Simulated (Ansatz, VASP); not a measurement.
**One calculation of MgS, two programs**

```
CELL_PARAMETERS angstrom
0.00000 2.56996 2.56996
2.56996 0.00000 2.56996
2.56996 2.56996 0.00000
ATOMIC_POSITIONS crystal
Mg 0.00000 0.00000 0.00000
S 0.50000 0.50000 0.50000
```

Alike in both runs: functional PBEsol; k mesh 8 × 8 × 8; no spin polarisation.

Ansatz relaxed the structure, and its values are those at the end. VASP's run is a single point on that final structure, the one shown.

|  | VASP | Ansatz |
| --- | --- | --- |
| version | VASP 6.6.1 | Ansatz 0.2.0 |
| potentials or method | VASP PAW PBE potentials, release 64 (Mg, S) | PAW with Ansatz's default frozen-core files, scalar-relativistic |
| plane-wave cutoff (eV) | 520 | 420 |
| occupations | gaussian, width 0.01 eV | fixed |
| valence electrons in the cell | 8 | 16 |

Ansatz gave:

```
pressure (GPa) : 2.0
```

What did VASP give for the same quantities?

Pressure (GPa): 1.8.

The two sets of potentials don't hold the same shells in valence.

Caveats: the PAW data sets were made with another functional, which shifts forces and pressure a little (VASP). A k mesh can miss the band edges.
